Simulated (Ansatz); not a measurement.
# SnO2(100) (Pnnm bulk, slab 12 Å thick): simulated STM

Aim: relax SnO2(100) (Pnnm bulk, slab 12 Å thick), then simulate its STM images at several biases.

Method: DFT PBEsol, scalar-relativistic, plane waves, PAW, in Ansatz 0.2.0.

**1. The system as given**

It takes space group P2/m (No. 10, monoclinic). The conventional cell has a = 4.867 Å, b = 3.241 Å, c = 31.569 Å, α = 90.00°, β = 90.00°, γ = 90.00°. Around O (site symmetry m) lie 2 Sn at 2.09 Å. Around Sn (site symmetry m) lie 5 O at 2.09 to 2.10 Å. O (site symmetry m) has 3 Sn at 2.09 to 2.10 Å as nearest neighbours. Sn (site symmetry m) has 6 O at 2.09 to 2.10 Å as nearest neighbours. Around Sn (site symmetry 2/m) lie 6 O at 2.09 to 2.10 Å.

As a file:

```cif
data_structure
_symmetry_space_group_name_H-M 'P2/m'
_symmetry_Int_Tables_number 10
_cell_length_a 4.8666
_cell_length_b 3.2409
_cell_length_c 31.5692
_cell_angle_alpha 90.000
_cell_angle_beta 90.000
_cell_angle_gamma 90.000
_cell_volume 497.91
loop_
_atom_site_label
_atom_site_type_symbol
_atom_site_symmetry_multiplicity
_atom_site_Wyckoff_symbol
_atom_site_fract_x
_atom_site_fract_y
_atom_site_fract_z
_atom_site_occupancy
O1 O 2 n 0.17896 0.50000 0.31676 1
Sn1 Sn 2 m 0.00000 0.00000 0.34833 1
O2 O 2 n 0.82104 0.50000 0.37990 1
O3 O 2 m 0.32104 0.00000 0.39260 1
Sn2 Sn 2 n 0.50000 0.50000 0.42417 1
O4 O 2 m 0.67896 0.00000 0.45574 1
O5 O 2 n 0.17896 0.50000 0.46843 1
Sn3 Sn 1 c 0.00000 0.00000 0.50000 1
```

Slab cut from the bulk at the bulk's listed lattice constants, lower half held.

**2. Relaxing the atoms**

Contents of input.yaml:

```yaml
crystal:
  lattice:
    - [3.240898, 0.0, 0.0]
    - [0.0, 4.866582, 0.0]
    - [0.0, 0.0, 31.569206217]
  atoms:
    - { symbol: O, position: [0.5, 0.178958, 0.3167643789] }
    - { symbol: Sn, position: [0.0, 0.0, 0.3483330867] }
    - { symbol: O, position: [0.5, 0.821042, 0.3799017945] }
    - { symbol: O, position: [0.0, 0.321042, 0.3925978309] }
    - { symbol: Sn, position: [0.5, 0.5, 0.424166548] }
    - { symbol: O, position: [0.0, 0.678958, 0.4557352559] }
    - { symbol: O, position: [0.5, 0.178958, 0.4684312922] }
    - { symbol: Sn, position: [0.0, 0.0, 0.5] }
    - { symbol: O, position: [0.5, 0.821042, 0.5315687078] }
    - { symbol: O, position: [0.0, 0.321042, 0.5442647441] }
    - { symbol: Sn, position: [0.5, 0.5, 0.575833452] }
    - { symbol: O, position: [0.0, 0.678958, 0.6074021691] }
    - { symbol: O, position: [0.5, 0.178958, 0.6200982055] }
    - { symbol: Sn, position: [0.0, 0.0, 0.6516669133] }
    - { symbol: O, position: [0.5, 0.821042, 0.6832356211] }
basis:
  ecutwfc: 420.0
  fft_grid_basis: typed
kpoints:
  mp_grid: { grid: [8, 5, 1] }
hamiltonian:
  xc: pbesol
  pseudopotentials: { kind: paw }
scf:
  occupations: { method: gaussian, width: 0.05 }
output:
  forces: true
  eigenvalues: true
efield:
  axis: 3
  dipole_correction: true
  ramp_width: 0.04
relax:
  adjacent_minimum: "off"
  f_tol: 0.04
  max_steps: 40
  constraints: [{ sites: [0, 1, 2, 3, 4, 5, 6] }]
```

Command:

```sh
> ansatz run input.yaml --threads 2 --pin off --max-ram 4423MiB --backend cpu --events-out ev --progress --plain --runs-dir out
```

Log:

```text
Warning: RAYON_NUM_THREADS=2 ignored (pool sized by the plan → 2); use --threads N
Engine: ansatz 0.2.0, x86_64-unknown-linux-gnu
Pseudopotentials: kind: paw
Pseudopotential: O, paw, valence charge 6, recommended cutoff 420 eV (normal), O.paw.azcp
Pseudopotential: Sn, paw, valence charge 14, recommended cutoff 420 eV (normal), Sn.paw.azcp
Functional definition: PBEsol
  exchange = pbesol_x
  correlation = pbesol_c
Crystal: 15 atoms, lattice volume = 497.913 Å³
Basis set: ecut = 420 eV, 9747 PW (Γ), exchange–correlation on 48×72×432 points (8 copies of the dense FFT grid, shifted against one another)
Bands: 80, of which v1, the nominal top of the filled ones, is band 65 counted from 1 (64 counted from 0)
Symmetry: 2 space group operations
k-points: 15 of 40 (time reversal used)
Non-local potential: O, projectors of the file, l = 0: 2, l = 1: 2, l = 2: 1
Non-local potential: Sn, projectors of the file, l = 0: 2, l = 1: 2, l = 2: 2, l = 3: 2
PAW form: soft (Blöchl's): semilocal exchange-correlation on the pseudo side does not see the compensation charge
PAW frozen core: O, regenerated for the run's functional, and the local potential with it (the file was generated under x = pbe(κ = 0.804, μ = 0.2195149727645171), c = pbe(β = 0.06672455060314922))
PAW frozen core: Sn, regenerated for the run's functional, and the local potential with it (the file was generated under x = pbe(κ = 0.804, μ = 0.2195149727645171), c = pbe(β = 0.06672455060314922))
PAW one-centre angular grid: O, 110 points (default); XC on 64 Gauss nodes
PAW one-centre angular grid: Sn, 590 points (default); XC on 64 Gauss nodes
Initial density: superposition of atomic densities (neutral atoms: chi_scale 0, normalization atom), corrected by the library's trained network
Initial wavefunctions: pseudopotential atomic-orbital guess
Functional: x = pbesol(κ = 0.804, μ = 0.12345679012345678), c = pbesol(β = 0.046)
SCF iter   1: F=—  HF=-35354.576128 eV  |F-HF|=—  |Δ(HF+E_count)|=         —  Δρ=9.67e-3  dr2=3.83e-1  ethr=1.77e-3  p=0.000 e·Å  D=1.92e-13 V/Å  ΔV_dip=-0.00 eV  dr2_dipole=1.11e-7  V_vac-E_F(+/−)=7.05/7.05 eV  ⟨swp⟩=8.1  Hψ=5522  notcnv=0  defer=20
efield: sawtooth ramp at fractional position 0.9800 (placed from the atoms, in the widest stretch of the axis that holds none; the zero of the levels goes with the place), width 0.0400; the density the first Hamiltonian is built on has a dipole p = 0.000 e·Å; the dipole correction subtracts the counter field D = 1.92e-13 V/Å, which shifts the + side's vacuum level by -0.00 eV against the − side's; the planar-averaged density in the ramp window peaks in size at 9.3e-7 e/Å³
preconditioner: auto → Resta (q_TF=auto, 2.181 Å⁻¹)  ε∞=2.1  [insulator: Δε(μ)=1.006 eV  Ē_g=18.162 eV  σ=0.050 eV  W_gap=1.00  n_scr=76 (ndim 8)  ℏωp=19.0 eV  f_vac=0.588  D(μ)=0.00/eV (n_scr^D=0)  ε∞_Penn≈2.1  vacuum switching on, ρ_ref=2.4e-2 e/Å³]
SCF iter   2: F=—  HF=-35354.488463 eV  |F-HF|=—  |Δ(HF+E_count)|=   8.77e-2  Δρ=3.50e-3  dr2=4.48e-2  ethr=2.95e-4  p=-0.000 e·Å  D=-7.29e-5 V/Å  ΔV_dip=0.00 eV  dr2_dipole=2.22e-7  V_vac-E_F(+/−)=7.25/7.25 eV  ⟨swp⟩=2.9  Hψ=2085  notcnv=0  defer=152
SCF iter   3: F=—  HF=-35354.477543 eV  |F-HF|=—  |Δ(HF+E_count)|=   1.09e-2  Δρ=1.07e-3  dr2=5.66e-3  ethr=3.45e-5  p=0.000 e·Å  D=1.07e-6 V/Å  ΔV_dip=-0.00 eV  dr2_dipole=1.91e-9  V_vac-E_F(+/−)=7.18/7.18 eV  ⟨swp⟩=2.1  Hψ=1632  notcnv=0  defer=152
SCF iter   4: F=—  HF=-35354.477544 eV  |F-HF|=—  |Δ(HF+E_count)|=   9.71e-7  Δρ=6.62e-4  dr2=2.54e-3  ethr=4.35e-6  p=-0.000 e·Å  D=-4.19e-6 V/Å  ΔV_dip=0.00 eV  dr2_dipole=2.58e-9  V_vac-E_F(+/−)=7.18/7.18 eV  ⟨swp⟩=3.1  Hψ=2351  notcnv=0  defer=152
SCF iter   5: F=—  HF=-35354.477349 eV  |F-HF|=—  |Δ(HF+E_count)|=   1.95e-4  Δρ=2.41e-4  dr2=2.63e-4  ethr=1.96e-6  p=-0.000 e·Å  D=-7.51e-7 V/Å  ΔV_dip=0.00 eV  dr2_dipole=2.28e-10  V_vac-E_F(+/−)=7.18/7.18 eV  ⟨swp⟩=1.9  Hψ=1205  notcnv=0  defer=152
SCF iter   6: F=—  HF=-35354.477409 eV  |F-HF|=—  |Δ(HF+E_count)|=   6.00e-5  Δρ=1.15e-4  dr2=5.77e-5  ethr=2.02e-7  p=0.000 e·Å  D=8.40e-7 V/Å  ΔV_dip=-0.00 eV  dr2_dipole=8.88e-11  V_vac-E_F(+/−)=7.18/7.18 eV  ⟨swp⟩=2.0  Hψ=1544  notcnv=0  defer=152
SCF iter   7: F=-35354.477409 eV  HF=-35354.477409 eV  |F-HF|=3.44e-7  |Δ(HF+E_count)|=   1.82e-8  Δρ=1.71e-5  dr2=1.12e-6  ethr=3.08e-8  p=-0.000 e·Å  D=-1.15e-6 V/Å  ΔV_dip=0.00 eV  dr2_dipole=5.60e-11  V_vac-E_F(+/−)=7.18/7.18 eV  ⟨swp⟩=18.7  Hψ=6917  notcnv=0
SCF 1 converged in 7 iterations: F = -35354.477409 eV  dr2 = 1.12e-6
relax step   1: F+E_penalty+E_count = -35354.47740945 eV  Δ(F+E_penalty+E_count) = +0.000e0 eV  max|allowed force component| = 2.392e0 eV/Å  Δτ_max = 0.0000 Å  (7 SCF iters, dr2 threshold 4.00e-5 eV, accepted)
[... from here on, the SCF cycles and remarks between the steps are left out ...]
relax step   2: F+E_penalty+E_count = -35354.76643255 eV  Δ(F+E_penalty+E_count) = -2.890e-1 eV  max|allowed force component| = 6.245e-1 eV/Å  Δτ_max = 0.1935 Å  (7 SCF iters, dr2 threshold 1.00e-4 eV, accepted)
relax step   3: F+E_penalty+E_count = -35354.80667280 eV  Δ(F+E_penalty+E_count) = -4.024e-2 eV  max|allowed force component| = 2.335e-1 eV/Å  Δτ_max = 0.0623 Å  (6 SCF iters, dr2 threshold 2.44e-5 eV, accepted)
relax step   4: F+E_penalty+E_count = -35354.81213559 eV  Δ(F+E_penalty+E_count) = -5.463e-3 eV  max|allowed force component| = 1.535e-1 eV/Å  Δτ_max = 0.0323 Å  (6 SCF iters, dr2 threshold 3.72e-6 eV, accepted)
relax step   5: F+E_penalty+E_count = -35354.81344331 eV  Δ(F+E_penalty+E_count) = -1.308e-3 eV  max|allowed force component| = 1.110e-1 eV/Å  Δτ_max = 0.0330 Å  (6 SCF iters, dr2 threshold 3.29e-6 eV, accepted)
relax step   6: F+E_penalty+E_count = -35354.81477317 eV  Δ(F+E_penalty+E_count) = -1.330e-3 eV  max|allowed force component| = 4.309e-2 eV/Å  Δτ_max = 0.0255 Å  (6 SCF iters, dr2 threshold 5.32e-6 eV, accepted)
relax step   7: F+E_penalty+E_count = -35354.81490399 eV  Δ(F+E_penalty+E_count) = -1.308e-4 eV  max|allowed force component| = 1.549e-2 eV/Å  Δτ_max = 0.0063 Å  (7 SCF iters, accepted)
SCF converged after 7 iterations
Free energy (F): -35354.814904 eV
Harris-Foulkes:  -35354.814904 eV  (|F-HF|=1.23e-9)
Internal energy: -35354.814904 eV  (E = F + TS)
E sigma→0 (E₀):  -35354.814904 eV
Fermi energy:    -0.988456 eV
Dipole field:    D = -0.007450 V/Å  (p = -0.020499 e·Å, saw-weighted, corrected)
Work function:   Φ+ = 7.3638 eV   Φ− = 7.1287 eV
Levels:          The Fermi level and band energies are counted from a zero that moves with the ramp; work functions are not
--- Per-component energies (eV) ---
  E_band       = -1703.667606
  E_kinetic    = 2682.636971
  E_local      = -206171.372073  (includes V_loc(G=0)·N_el)
  E_nonlocal   = 344.921924
  E_hartree    = 102523.649215
  E_xc         = -2605.670428
  E_vxc        = -1398.783065  (∫ρ·V_xc dr)
  E_paw        = -21899.170319  (= ΣΔE_a)
  E_vpaw       = -2208.357998  (= ΣTr[D̂ρ^β])
  E_aug_tail   = 0.024348  (compensation charges beyond the density's cutoff)
  E_efield     = 0.000076  (sawtooth field / dipole correction)
  E_vefield    = -0.039958  (∫n·V_field dr)
  E_ewald      = 89768.388303
  E_core_change = 1.777078  (= ΣΔE_core)
  E_smearing   = -0.000000  (= −TS)
  E_closure    = -0.000000  (closes the sum)
  Σ components = -35354.814904   (vs F -35354.814904, Δ=0.00e0)
--- Forces (eV/Å), atoms counted from 1 ---
  atom   1  O      0.00000000    -1.51269126     0.65460584
  atom   2  Sn     0.00000000     2.39947039    -0.35597326
  atom   3  O      0.00000000    -0.75166413    -0.03848168
  atom   4  O      0.00000000     0.07626011     0.21909947
  atom   5  Sn     0.00000000    -0.31339506     0.06166856
  atom   6  O      0.00000000    -0.09714677    -0.37715870
  atom   7  O      0.00000000     0.19932292    -0.16048593
  atom   8  Sn     0.00000000    -0.00068989    -0.00008710
  atom   9  O      0.00000000    -0.00064220     0.00217682
  atom  10  O      0.00000000     0.00133486     0.00193253
  atom  11  Sn     0.00000000    -0.00485294    -0.01549275
  atom  12  O      0.00000000     0.00842717     0.00540247
  atom  13  O      0.00000000    -0.00416705     0.00332564
  atom  14  Sn     0.00000000    -0.00037176    -0.00512350
  atom  15  O      0.00000000     0.00086013     0.00466008
  max |Σ_I F_I| component: 6.85e-5 eV/Å
--- Band table (eV; the first three rows and the last of 15) ---
  k-point 0: bands = ["-22.5092", "-22.3707", "-22.1796", "-21.9861", "-21.8502", "-21.6579", "-21.6462", "-21.6371", "-21.6138", "-21.6111", "-21.5959", "-21.5957", "-21.5654", "-21.5568", "-21.5386", "-21.5164", "-21.4713", "-21.4535", "-21.4450", "-21.4165", "-21.4114", "-21.3768", "-21.3736", "-21.3242", "-21.3098", "-20.1488", "-19.7975", "-19.2953", "-18.7324", "-18.3134", "-17.8556", "-17.3903", "-17.3025", "-17.1902", "-16.9178", "-9.3937", "-8.6929", "-7.6466", "-6.4823", "-5.3516", "-5.3076", "-5.0005", "-4.9451", "-4.7052", "-4.4240", "-4.3351", "-4.2522", "-3.8728", "-3.7777", "-3.5959", "-3.5846", "-3.4407", "-2.8753", "-2.8238", "-2.7972", "-2.7956", "-2.4116", "-2.3697", "-2.3090", "-2.2829", "-2.2275", "-2.1686", "-2.0888", "-1.7733", "-1.6505", "-0.3876", "0.2591", "1.2301", "2.4955", "3.5936", "4.2848", "4.4874", "4.6205", "4.6577", "5.0069", "5.9223", "6.1192", "6.2292", "6.5279", "6.8172"]
[... 3 lines left out ...]
--- Relaxed structure (7 steps of the walk, 7 accepted, 0 SCFs on fresh bases) ---
  F+E_penalty+E_count = -35354.81490399 eV   max|allowed force component| = 1.549e-2 eV/Å
  atoms:
    - { symbol: O, position: [0.5, 0.17895800000000003, 0.3167643789] }
    - { symbol: Sn, position: [0.0, 0.0, 0.3483330867] }
    - { symbol: O, position: [0.5, 0.8210420000000002, 0.3799017945] }
    - { symbol: O, position: [0.0, 0.32104200000000005, 0.3925978309] }
    - { symbol: Sn, position: [0.5, 0.5, 0.424166548] }
    - { symbol: O, position: [0.0, 0.6789580000000001, 0.4557352559] }
    - { symbol: O, position: [0.5, 0.17895800000000003, 0.4684312922] }
    - { symbol: Sn, position: [0.0, -0.0013630814265376753, 0.49901697509099924] }
    - { symbol: O, position: [0.5, 0.8132747051190088, 0.5288748489100447] }
    - { symbol: O, position: [0.0, 0.311046862454185, 0.5434321168420684] }
    - { symbol: Sn, position: [0.5, 0.4991311194861133, 0.5729757525758925] }
    - { symbol: O, position: [0.0, 0.6932132616256398, 0.6019555779367362] }
    - { symbol: O, position: [0.5, 0.2129072125015823, 0.6203812192568644] }
    - { symbol: Sn, position: [0.0, -0.014473691711313373, 0.6479283645205952] }
    - { symbol: O, position: [0.5, 0.8674637267375706, 0.6811846247821864] }
```

Run time: 3.8 min. Hardware: 2 threads of Intel Xeon Platinum 8259CL at 2.50GHz (Skylake/Cascade Lake), shared host; peak memory 1.1 GiB.

Relaxation path:

```
step  energy from step 1 (eV/cell)  largest force component (eV/Å)
   1                        0.0000                          2.3924
   2                       -0.2890                          0.6245
   3                       -0.3293                          0.2335
   4                       -0.3347                          0.1535
   5                       -0.3360                          0.1110
   6                       -0.3374                          0.0431
   7                       -0.3375                          0.0155
```

Step 1 is the start.

The cell repeats along c, and a dipole correction in the vacuum removes the field between the copies.

Atoms 1, 2, 3, 4, 5, 6, 7, counted from 1, stay fixed.

This gives gap on the mesh 1.20 eV; dipole along +c -0.020 e·Å per cell.

(Part 1 of 2 ends here.)
